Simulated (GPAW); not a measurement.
Write an ASE script for GPAW 26.7.0 that does the following.

* Task: hybrid scf
* Functional: r2SCAN-EpsX
* Potentials or basis: GPAW PAW data sets (gpaw-data 1.2.1)
* Cutoff: 450 eV
* Basis: pw
* k mesh: 4 × 4 × 4
* Occupations: fermi-dirac, width 0.001 eV
* Spin: no spin polarisation
* Maxiter: 40
* Eps inf used: 12.547
* Eps inf from: RPA with local fields on PBE states, same cell
* Exx fraction: 0.08

The system is GaAs.

```
CELL_PARAMETERS angstrom
0.00000 2.82685 2.82685
2.82685 0.00000 2.82685
2.82685 2.82685 0.00000
ATOMIC_POSITIONS crystal
As 0.75000 0.75000 0.75000
Ga 0.00000 0.00000 0.00000
```

One way to write it, as run:

run.py

```python
import numpy as np
from ase import Atoms
from ase.dft.bandgap import bandgap
from ase.io import write
from gpaw import GPAW, PW
from gpaw.xc import parametrizedxc

class ScaledMGGA(parametrizedxc.ParametrizedKernel):
    """Weighted sum of Libxc meta-GGA parts, named like '0.75_MGGA_X_..+1.0_MGGA_C_..'."""
    def __init__(self, name):
        super().__init__(name)
        self.type = 'MGGA'

    def calculate(self, e_g, n_sg, dedn_sg, sigma_xg, dedsigma_xg, tau_sg, dedtau_sg):
        e_g[:] = dedsigma_xg[:] = dedtau_sg[:] = 0.0
        for kernel, c in zip(self.kernels, self.coefs):
            e, v, s, t = [np.zeros_like(x) for x in [e_g, dedn_sg, dedsigma_xg, dedtau_sg]]
            kernel.calculate(e, n_sg, v, sigma_xg, s, tau_sg, t)
            e_g += c * e
            dedn_sg += c * v
            dedsigma_xg += c * s
            dedtau_sg += c * t

parametrizedxc.ParametrizedKernel = ScaledMGGA

atoms = Atoms(['As', 'Ga'],
              cell=[[0.0, 2.82685, 2.82685],
                    [2.82685, 0.0, 2.82685],
                    [2.82685, 2.82685, 0.0]],
              scaled_positions=[[0.75, 0.75, 0.75],
                                [0.0, 0.0, 0.0]],
              pbc=True)

calc = GPAW(mode=PW(450),
            xc={'name': '0.920_MGGA_X_R2SCAN+1.0_MGGA_C_R2SCAN', 'fraction': 0.08, 'omega': 0.0, 'backend': 'pw'},
            kpts={'size': (4, 4, 4), 'gamma': True},
            occupations={'name': 'fermi-dirac', 'width': 0.001},
            nbands=11,
            convergence={'density': 0.0001},
            maxiter=40,
            txt='gpaw.txt')
atoms.calc = calc
energy = atoms.get_potential_energy()
calc.write('gs.gpw')
write('result.traj', atoms)
print(f'Energy: {energy:.6f} eV')
print('Fermi level:', round(calc.get_fermi_level(), 4), 'eV')
print(f'Gap: {bandgap(calc)[0]:.4f} eV, direct: {bandgap(calc, direct=True)[0]:.4f} eV')
```

Potentials or basis: GPAW PAW data sets (gpaw-data 1.2.1), pw.

Launch:

```sh
$ OMP_NUM_THREADS=1 python run.py
```

It gave:

| Quantity | Value |
| --- | --- |
| Band gap on the k mesh | 1.47 eV, direct |

Caveat: the k mesh is coarse (spacing up to 0.48 Å⁻¹), so the values aren't converged, least of all with exact exchange; exact exchange converges slowly with the k mesh, and this mesh is small; the scaled meta-GGA exchange is a class typed in the script.

Run time: 4.7 min on 1 thread of Arm Neoverse V2, with other jobs on the host, peak memory 0.27 GiB.
